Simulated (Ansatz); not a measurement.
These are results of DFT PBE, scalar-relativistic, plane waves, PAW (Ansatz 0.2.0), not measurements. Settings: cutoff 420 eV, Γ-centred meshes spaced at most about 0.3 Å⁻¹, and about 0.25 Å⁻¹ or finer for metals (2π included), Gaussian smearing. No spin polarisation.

Temperature and zero-point effects are left out.

Compare these two cells of Na2H3, each relaxed at this level.

1. Space group R-3m (No. 166), trigonal, a = 3.325 Å, c = 17.606 Å. Na has 9 H at 2.38–2.47 Å; H on a site of symmetry -3m is surrounded by 6 Na at 2.38 Å; H on a site of symmetry 3m is surrounded by 3 H at 1.92 Å and 6 Na at 2.43–2.47 Å.

2. Space group R-3c (No. 167), trigonal, a = 6.110 Å, c = 12.905 Å. Around Na lie 6 H at 2.25–2.37 Å; around H lie 4 Na at 2.25–2.37 Å.

Problem. Which would you expect to be lower, and how large is the difference?

Solution. Cell 1 is lower, by 180 meV/atom. Cell 1 has space group R-3m (No. 166), 11.2 Å³/atom and no gap on its mesh; cell 2 has space group R-3c (No. 167), 13.9 Å³/atom and no gap. Counting H atoms around Na (those within 1.25 times the shortest such distance or 1.15 times the sum of covalent radii), cell 1 has Na 9 and cell 2 has Na 6. The denser one is the lower, and pressure would at first widen the difference. Even the lower one lies +0.16 eV/atom against the reference forms of the elements (uncorrected), so neither is stable at this level. Both come from invented guesses.

With hydrogen, zero-point motion can shift such differences by 10 meV/atom or more. Cells relaxed within their symmetry can be saddle points.
